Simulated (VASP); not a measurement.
Write the native input for VASP 6.6.1 that does the following.

- Task: relaxation of cell and atoms
- Functional: revPBE
- Dispersion: D3
- Potentials or basis: VASP PAW PBE potentials, release 64 (Te, Mo_sv)
- Cutoff: 600 eV
- k mesh: 7 × 7 × 2
- Occupations: fermi-dirac, width 0.05 eV
- Spin: no spin polarisation
- Further INCAR settings: ALGO = Fast; EDIFF = 1e-06; IBRION = 2; EDIFFG = -0.01; NSW = 60; ISIF = 3

The structure of Te2Mo lies in POSCAR:

```
Te2Mo
1.0
    3.5182000000      0.0000000000      0.0000000000
   -1.7591000000      3.0468505756      0.0000000000
    0.0000000000      0.0000000000     13.9736000000
Te Mo
4 2
Direct
    0.6666666667      0.3333333333      0.3790000000
    0.3333333333      0.6666666667      0.8790000000
    0.6666666667      0.3333333333      0.1210000000
    0.3333333333      0.6666666667      0.6210000000
    0.6666666667      0.3333333333      0.7500000000
    0.3333333333      0.6666666667      0.2500000000
```

These files were run (other wordings do the same):

INCAR

```
PREC = Accurate
ENCUT = 600
EDIFF = 1E-6
ISMEAR = -1
SIGMA = 0.05
LREAL = F
LASPH = T
NELM = 80
ALGO = Fast
ISIF = 3
LWAVE = F
LCHARG = F
GGA = RE
IVDW = 11
IBRION = 2
NSW = 60
EDIFFG = -0.01
```

KPOINTS

```
regular mesh
0
Gamma
  7 7 2
```

Potentials or basis: VASP PAW PBE potentials, release 64 (Te, Mo_sv).

The run is started by

```console
$ cat potpaw_PBE.64/Te/POTCAR potpaw_PBE.64/Mo_sv/POTCAR > POTCAR
$ mpirun -np 1 vasp_std > vasp.out
```

Results of the run:

```
Relaxed volume                         : 25.38 Å³/atom
Relaxed cell                           : a = 3.527 Å, b = 3.527 Å, c = 14.136 Å, α = 90.00°, β = 90.00°, γ = 120.00°
Space group after relaxing (to 0.05 Å) : P6_3/mmc (No. 194)
Energy gained by relaxing              : 0.9 meV/atom
Ionic steps                            : 15
Pressure after relaxing                : 0.0 GPa
Band gap on the k mesh                 : 0.90 eV, indirect (least direct gap 1.25 eV)
Dispersion energy per atom             : -0.566 eV
```

Caveat: the PAW data sets were made with another functional, which shifts forces and pressure a little; spin-orbit coupling is left out, which moves the levels of the heavy elements; an odd mesh through Γ misses points on the zone boundary, where band edges often lie.

Wall time 7.3 min on 1 thread of Intel(R) Xeon(R) 6975P-C (Granite Rapids), with other jobs on the host, peak memory 0.35 GiB.
